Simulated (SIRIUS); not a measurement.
**TiTe2 in SIRIUS: convergence with gk cutoff**

The system is TiTe2.

```
Te Ti
1.0
     3.77700    0.00000    0.00000
    -1.88850    3.27098    0.00000
     0.00000    0.00000    6.49800
Te Ti
2 1
Direct
  0.33333 0.66667 0.73720
  0.66667 0.33333 0.26280
  0.00000 0.00000 0.00000
```

| Quantity | Value |
| --- | --- |
| Program | SIRIUS 7.12.0 |
| Task | convergence study |
| Functional | PBE |
| Potentials or basis | all-electron FP-LAPW |
| Cutoff | 56 eV |
| Basis | apw+lo standard |
| k mesh | 8 × 8 × 4 |
| Occupations | fermi-dirac, width 0.05 eV |
| Spin | no spin polarisation |

These are the settings of the first run; the series varies gk cutoff, with any setting tied to it.

Hardware: 1 thread of Intel(R) Xeon(R) Platinum 8488C (Sapphire Rapids) (shared host).

Question: The values tried are 2.02 1/bohr, 2.38 1/bohr, 2.75 1/bohr, 3.12 1/bohr, 3.48 1/bohr, 3.85 1/bohr, 4.22 1/bohr, loosest first. From which on does the largest force stay within 0.005 eV/Å of the tightest run that finished?

Answer: From 3.48 1/bohr on.

```
  gk cutoff  energy less the tightest run, at zero smearing (meV/atom)  largest force (eV/Å)  SCF cycles  CPU time (s)  peak memory (GiB)
2.02 1/bohr                                                    1691.24                 0.051          12            85               0.56
2.38 1/bohr                                                     616.97                 0.017          12            86               0.58
2.75 1/bohr                                                     203.48                 0.011           9            80                0.6
3.12 1/bohr                                                      58.74                 0.003          10           110               0.64
3.48 1/bohr                                                      15.82                 0.007          10           130               0.68
3.85 1/bohr                                                       3.29                 0.008          11           220                0.8
4.22 1/bohr                                                       0.00                 0.009          11           370                  1
```

Not settled before the last step: the energy (to 1 meV/atom). The tightest run that finished is the yardstick and may itself not be fully converged.

 Spin-orbit coupling is left out, which matters for the levels of Te.
